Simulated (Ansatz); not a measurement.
Runs of Ansatz 0.2.0 on SnSe2. The structure is trigonal, space group P-3m1 (No. 164). The conventional cell has a = 3.811 Å, b = 3.811 Å, c = 6.136 Å, α = 90.00°, β = 90.00°, γ = 120.00°. Sn (site symmetry -3m) has 6 Se at 2.68 Å as nearest neighbours. Se (site symmetry 3m) is surrounded by 3 Sn at 2.68 Å. 

```csv
potentials or basis,cell,cutoff (eV),basis error allowed,gap on the mesh (eV),pressure (GPa),largest force (eV/Å)
"all-electron LAPW, inner shells corrected to Dirac's equation",as given,239,0.002 eV/atom,0.74,2.5,0.60
"all-electron LAPW, non-relativistic",as given,239,0.002 eV/atom,(a),2.8,0.55
all-electron PAW datasets made for the crystal,as given,240,-,0.74,2.5,0.60
"all-electron LAPW, scalar-relativistic",strain_shear_xy = 0,239,0.002 eV/atom,0.74,2.5,0.60
"all-electron LAPW, scalar-relativistic",as given,239,0.002 eV/atom,0.74,2.5,0.60
```

Alike in all rows: task band structure; level PBEsol; no spin polarisation; k mesh 8 × 8 × 5; smearing fermi-dirac 0.05 eV.

**Question.** Fill in the values left out.

**Answer.** (a) 1.15.

Caveats: spin-orbit coupling is left out, which moves the levels of the heavy elements; this functional lacks dispersion, which binds the layers, so the pressure and a relaxed spacing across them are unreliable; relativity is left out, which matters for the heavier elements (some runs).

A k mesh can miss the band edges, and the runs leave out spin-orbit coupling on Se, Sn.

The runs don't all hold the same shells in valence.
